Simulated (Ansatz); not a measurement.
## Energy landscape near a Ge structure

Theory: DFT PBEsol, scalar-relativistic, plane waves, PAW in Ansatz 0.2.0.

Settings: cutoff 420 eV, Γ-centred mesh 12×12×12 on the computed 2-atom cell, Gaussian smearing of 0.10 eV; no spin polarisation.

Reference cell:

```
Ge
1.0
     0.00000    2.82877    2.82877
     2.82877    0.00000    2.82877
     2.82877    2.82877    0.00000
Ge
2
Direct
  0.50000 0.50000 0.50000
  0.75000 0.75000 0.75000
```

Each variant moves atoms of this cell by the vectors given, if any (Å), and then applies a symmetric strain (tensor components, Cartesian axes). The reference cell isn't relaxed at this level. Energies are per atom at zero smearing, counted from the lowest variant. Pressure is positive in compression.

1. strain (xx yy zz yz xz xy, %) 3.12 0.12 0.12 -0.35 0.60 0.60; moves: Ge1 (-0.029, 0.037, 0.037); Ge2 (0.029, -0.037, -0.037)
2. strain (xx yy zz yz xz xy, %) -0.73 -3.73 -3.73 0.00 0.00 0.00
3. strain (xx yy zz yz xz xy, %) 1.66 5.99 6.33 0.69 -0.07 -0.26; moves: Ge1 (0.026, -0.003, -0.014); Ge2 (-0.026, 0.003, 0.014)
4. strain (xx yy zz yz xz xy, %) -7.30 -1.30 -1.30 -2.44 1.01 1.01; moves: Ge1 (0.088, 0.086, 0.086); Ge2 (-0.088, -0.086, -0.086)
5. strain (xx yy zz yz xz xy, %) -0.68 -0.68 -0.68 -6.00 6.00 6.00; moves: Ge1 (-0.058, 0.058, 0.058); Ge2 (0.058, -0.058, -0.058)

Question: Order the variants by energy, lowest first.

Answer: 1 (0.0 meV/atom), 2 (16.1 meV/atom), 3 (47.3 meV/atom), 5 (146.1 meV/atom), 4 (462.6 meV/atom).

Question: Order them by pressure, highest first.

Answer: 4 (15.23 GPa), 2 (7.81 GPa), 5 (3.86 GPa), 1 (-1.25 GPa), 3 (-6.19 GPa).